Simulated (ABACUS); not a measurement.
The system is BeS.

```
S Be
1.0
     0.00000    2.42500    2.42500
     2.42500    0.00000    2.42500
     2.42500    2.42500    0.00000
S Be
1 1
Direct
  0.25000 0.25000 0.25000
  0.00000 0.00000 0.00000
```

Base run:

```yaml
Program: ABACUS 3.10.1
Functional: PBE
Potentials_or_basis: PseudoDojo NC SR 0.4.1 PBE standard
Cutoff: 1211 eV
Density_cutoff: 4844 eV
Basis: plane waves
k_mesh: 6 × 6 × 6
Occupations: fermi-dirac, width 0.05 eV
Spin: no spin polarisation
```

Its results: band gap on the k mesh 3.11 eV, indirect (least direct gap 5.66 eV); pressure 1.7 GPa.

Q: The run is repeated on the same cell with these changes: cutoff from 1211 eV to 1361 eV; density cutoff from 4844 eV to 5442 eV; basis from plane waves to DZP LCAO (the cutoffs set its grid). What comes out?

A: Band gap on the k mesh 3.63 eV, indirect (least direct gap 5.53 eV); pressure 3.9 GPa.

Caveats: the atomic orbitals were generated for these runs and aren't a published set (some runs); the basis of atomic orbitals isn't converged, which shifts pressures, moduli and gaps (some runs).

A k mesh can miss the band edges.
